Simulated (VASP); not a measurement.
# Re: relaxation of cell and atoms with PBEsol

Re:

```
CELL_PARAMETERS angstrom
0.00000 1.94430 1.94430
1.94430 0.00000 1.94430
1.94430 1.94430 0.00000
ATOMIC_POSITIONS crystal
Re 0.00000 0.00000 0.00000
```

This isn't the form of Re at room conditions, which is hcp.

* Program: VASP 6.6.1
* Task: relaxation of cell and atoms
* Functional: PBEsol
* Potentials or basis: VASP PAW PBE potentials, release 64 (Re)
* Cutoff: 600 eV
* k mesh: 18 × 18 × 18
* Occupations: gaussian, width 0.1 eV
* Spin: no spin polarisation
* Further INCAR settings: ALGO = Normal; EDIFF = 1e-07; IBRION = 2; EDIFFG = -0.005; NSW = 90; ISIF = 3

| Property | Result |
| --- | --- |
| Relaxed volume | 14.61 Å³/atom |
| Relaxed cell | a = 2.744 Å, b = 2.744 Å, c = 2.744 Å, α = 60.00°, β = 60.00°, γ = 60.00° |
| Space group after relaxing (to 0.05 Å) | Fm-3m (No. 225) |
| Energy gained by relaxing | 0.7 meV/atom |
| Ionic steps | 3 |
| Pressure after relaxing | 0.0 GPa |
| Band gap on the k mesh | none (metal or under the smearing width) |

Step by step:
| step | energy change (eV) | largest force (eV/Å) | pressure (GPa) | volume (Å³) |
| --- | --- | --- | --- | --- |
| 1 | 0.0000 | 0.0000 | -2.39 | 14.70 |
| 2 | 0.0117 | 0.0000 | 10.90 | 14.24 |
| 3 | -0.0007 | 0.0000 | -0.01 | 14.61 |

Final structure:
```xyz
1
Lattice="0.0000 1.9404 1.9404 1.9404 0.0000 1.9404 1.9404 1.9404 0.0000" Properties=species:S:1:pos:R:3 pbc="T T T"
Re    0.0000    0.0000    0.0000
```

Levels at points of the mesh, in eV from the Fermi level:
```csv
k point,band 1,band 2,band 3,band 4,band 5,band 6,band 7
"(0.00, 0.00, 0.00)",-10.20,-1.93,-1.93,-1.93,1.29,1.29,13.97
"(0.50, 0.00, 0.00)",-6.94,-2.15,-2.15,0.24,3.89,3.89,10.07
"(0.50, 0.50, 0.00)",-6.91,-6.02,2.85,3.83,4.65,4.65,12.35
```

It took 39 s on 1 thread of Intel(R) Xeon(R) Platinum 8175M CPU @ 2.50GHz (Skylake/Cascade Lake), with other jobs on the host, peak memory 0.16 GiB.

Caveat: the PAW data sets were made with another functional, which shifts forces and pressure a little. Spin-orbit coupling is left out, which matters for the levels of Re.
